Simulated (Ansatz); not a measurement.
# AlAs (F-43m): zero-pressure volume and bulk modulus with RPBE + D4

The task here is to estimate one member of a computed series from the others.

Program: Ansatz 0.2.0. Level of theory: DFT RPBE + D4, scalar-relativistic, plane waves, PAW. These are calculated values, not measurements.

## The system as given

Symmetry: F-43m, No. 216, cubic system. The conventional cell has a = 5.661 Å, b = 5.661 Å, c = 5.661 Å, α = 90.00°, β = 90.00°, γ = 90.00°. Al (site symmetry -43m) has 4 As at 2.45 Å in its first shell of neighbours. Around As (site symmetry -43m) lie 4 Al at 2.45 Å.

As a file:

```
Al As
1.0
     0.00000    2.83040    2.83040
     2.83040    0.00000    2.83040
     2.83040    2.83040    0.00000
Al As
1 1
Direct
  0.00000 0.00000 0.00000
  0.75000 0.75000 0.75000
```

At PBE, an earlier run found 2.59 GPa for this cell of 22.675 Å³/atom (8×8×8 mesh), mesh gap 1.44 eV.

Set-up of the first run:

input.yaml reads:

```yaml
crystal:
  lattice:
    - [0.0, 2.83040004, 2.83040004]
    - [2.83040004, 0.0, 2.83040004]
    - [2.83040004, 2.83040004, 0.0]
  atoms:
    - { symbol: Al, position: [0.0, 0.0, 0.0] }
    - { symbol: As, position: [0.75, 0.75, 0.75] }
basis:
  ecutwfc: 420
  ecutrho_ratio: 4
kpoints:
  mp_grid: { grid: [8, 8, 8] }
hamiltonian:
  xc: rpbe
  dispersion: d4
scf:
  occupations: { method: gaussian, width: 0.05 }
output:
  forces: true
  stress: true
  eigenvalues: true
```

On the command line:

```sh
$ ansatz run input.yaml --threads 4 --pin off --max-ram 8192MiB --backend cpu --events-out ev --progress --plain --runs-dir out
```

Steps of the session up to this table: At the given cell; Stepping to 22.516 Å³/atom; Stepping to 22.350 Å³/atom; Volume × 0.98 of the new zero; Volume × 1.02 of the new zero; Volume × 0.96 of the new zero; Volume × 1.04 of the new zero.

One of the session's tables, all rows but one given; the rest of the session is left out.

It belongs to the step «Energy and pressure against volume». 

```
volume (Å³/atom)  energy (meV/atom)  pressure (GPa)
          21.456               9.02            3.35
          21.903               2.17            1.59
          22.350               0.00            0.00
          22.797                  ?               ?
          23.244               7.83           -2.71
```

Q: Estimate the row for volume (Å³/atom) = 22.797 from the others.

Worked estimate for «energy (meV/atom)». A straight line through the neighbours (22.350, 0.00) and (23.244, 7.83) gives 0.00 + (7.83 − 0.00) × (22.797 − 22.350) / (23.244 − 22.350) = 3.92; a parabola fitted to 3 rows on both sides gives 1.89.

**Answer.** energy (meV/atom): 2.02; pressure (GPa): -1.43. In «energy (meV/atom)» the line misses by +1.90 and the parabola by -0.13.
